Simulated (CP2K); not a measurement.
Runs of CP2K 2026.2 on Au. It takes space group P6_3/mmc (No. 194, hexagonal). The conventional cell has a = 2.900 Å, b = 2.900 Å, c = 4.880 Å, α = 90.00°, β = 90.00°, γ = 120.00°. Around Au (site symmetry -6m2) lie 12 Au at 2.90 to 2.96 Å. This isn't the form of Au at room conditions, which is fcc.

| level | cutoff of the non-local correlation (Ry) | gap on the mesh (eV) | pressure (GPa) |
| --- | --- | --- | --- |
| vdW-DF-cx | 300 | none | 1.5 |
| TASK | - | none | (b) |
| PBE | - | none | 6.2 |
| PW91 | - | none | (a) |
| LDA | - | none | -3.3 |

Alike in all rows: task atomic charges; potentials or basis POTENTIAL_UZH Au GTH-PBE-q11; TZVP-MOLOPT-PBE-GTH basis; no spin polarisation; cell as given; k mesh 11 × 11 × 6; smearing fermi-dirac 0.05 eV.

Estimate the missing entries.

(a) 7.0; (b) -7.1.

Caveats: the basis of atomic orbitals isn't converged, which shifts pressures, moduli and gaps; the potentials were made for another functional, which shifts forces and pressure (some runs).

A k mesh can miss the band edges, and the runs leave out spin-orbit coupling on Au.

A gap of «none» marks a metal or a gap under the smearing width.
